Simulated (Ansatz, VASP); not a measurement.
This is a calculation of H for VASP 6.6.1.

INCAR

```
SYSTEM = H
PREC = Accurate
ENCUT = 520
EDIFF = 1E-7
ISMEAR = -1
SIGMA = 0.05
LREAL = .FALSE.
LASPH = .TRUE.
NELM = 100
ALGO = Normal
ISIF = 2
LWAVE = .FALSE.
LCHARG = .FALSE.
GGA = PE
NBANDS = 8
```

File KPOINTS:

```
regular mesh
0
G
  11 11 11
  0 0 0
```

POSCAR

```
H
1.0
   -1.7247102352      1.7247102352      2.0988464748
    1.7247102352     -1.7247102352      2.0988464748
    1.7247102352      1.7247102352     -2.0988464748
H
2
Direct
    0.0901377100      0.0901377100      0.0000000000
    0.9098622900      0.9098622900      0.0000000000
```

Potentials or basis: VASP PAW PBE potentials, release 64 (H).

Launch:

```sh
$ cat potpaw_PBE.64/H/POTCAR > POTCAR
$ mpirun -np 1 vasp_std > vasp.out
```

Q: Translate it to Ansatz 0.2.0. Potentials there: Ansatz PAW.

A: As run (the cutoff follows the program's own potentials):

Contents of input.yaml:

```yaml
crystal:
  lattice:
    - [-1.7247102352, 1.7247102352, 2.0988464748]
    - [1.7247102352, -1.7247102352, 2.0988464748]
    - [1.7247102352, 1.7247102352, -2.0988464748]
  atoms:
    - { symbol: H, position: [0.09013771, 0.09013771, 0.0] }
    - { symbol: H, position: [0.90986229, 0.90986229, 0.0] }
hamiltonian:
  xc: pbe
  pseudopotentials: { kind: paw }
kpoints:
  mp_grid: { grid: [11, 11, 11] }
scf:
  occupations: { method: fermi_dirac, width: 0.05 }
output:
  forces: true
  stress: true
  eigenvalues: true
```

Potentials or basis: Ansatz PAW.

Run with:

```console
$ ansatz run input.yaml --threads 2 --pin off --max-ram 5120MiB --backend cpu --events-out ev --progress --plain --runs-dir out
```

Both were run:

|  | VASP | Ansatz | Ansatz less VASP |
| --- | --- | --- | --- |
| gap on the k mesh at the Fermi level (eV) | 8.98 | 8.99 | +0.003 |
| least direct gap on the mesh (eV) | 9.72 | 9.72 | +0.003 |
| pressure (GPa) | -0.3 | -0.1 | +0.21 |
| largest component of the traceless stress (GPa) | 0.76 | 0.69 | -0.063 |
| rms of the force components (eV/Å) | 0.134 | 0.128 | -0.0058 |

Atom by atom the forces differ by 0.006 eV/Å (rms over components).

Caveats: an odd mesh through Γ misses points on the zone boundary, where band edges often lie (VASP); odd divisions of the mesh miss points on the zone boundary, where band edges often lie, so the gap on the mesh can be too wide (Ansatz).
